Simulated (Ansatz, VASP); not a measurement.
Re in VASP and in Ansatz

```
Re
1.0
     2.74397    0.00000    0.00000
    -1.37198    2.37634    0.00000
     1.37198    0.79211    2.24044
Re
1
Direct
  0.00000 0.00000 0.00000
```

Alike in both runs: task single point; functional PBEsol; k mesh 15 × 15 × 15; occupations gaussian, width 0.1 eV; no spin polarisation.

|  | VASP | Ansatz |
| --- | --- | --- |
| version | VASP 6.6.1 | Ansatz 0.2.0 |
| potentials or method | VASP PAW PBE potentials, release 64 (Re) | scalar-relativistic, plane waves, PAW |
| plane-wave cutoff (eV) | 520 | 420 |
| valence electrons in the cell | 7 | 15 |

```csv
,VASP,Ansatz,Ansatz less VASP
gap on the k mesh at the Fermi level (eV),none,none,-
pressure (GPa),-0.1,0.0,+0.06
```

A gap of «none» marks a metal or a gap that the smearing closes. The two sets of potentials don't hold the same shells in valence.

Caveats: the PAW data sets were made with another functional, which shifts forces and pressure a little (VASP). Spin-orbit coupling is left out, which matters for the levels of Re.
